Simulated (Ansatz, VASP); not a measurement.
# One calculation of TiC, two programs

```
CELL_PARAMETERS angstrom
2.98459 0.00000 0.00000
-1.49230 2.58473 0.00000
0.00000 0.00000 2.87508
ATOMIC_POSITIONS crystal
Ti 0.00000 0.00000 0.00000
C 0.66667 0.33333 0.50000
```

Alike in both runs: task relaxation of cell and atoms; functional PBE; k mesh 6 × 6 × 6; occupations gaussian, width 0.1 eV; no spin polarisation.

|  | VASP | Ansatz |
| --- | --- | --- |
| version | VASP 6.6.1 | Ansatz 0.2.0 |
| potentials or method | VASP PAW PBE potentials, release 64 (Ti_sv, C) | scalar-relativistic, plane waves, PAW |
| plane-wave cutoff (eV) | 600 | 420 |
| valence electrons in the cell | 16 | 16 |

VASP gave:

```
gap on the k mesh at the Fermi level, each at its own relaxed structure (eV) : 0.27
relaxed volume (Å³/atom)                                                     : 10.84
relaxed cell length with the largest relative difference (Å)                 : 2.686
energy change over the relaxation (meV/atom)                                 : -63
```

Problem. Which values does Ansatz return?

Solution. gap on the k mesh at the Fermi level, each at its own relaxed structure (eV): 0.27; relaxed volume (Å³/atom): 10.82; relaxed cell length with the largest relative difference (Å): 2.684; energy change over the relaxation (meV/atom): -64.
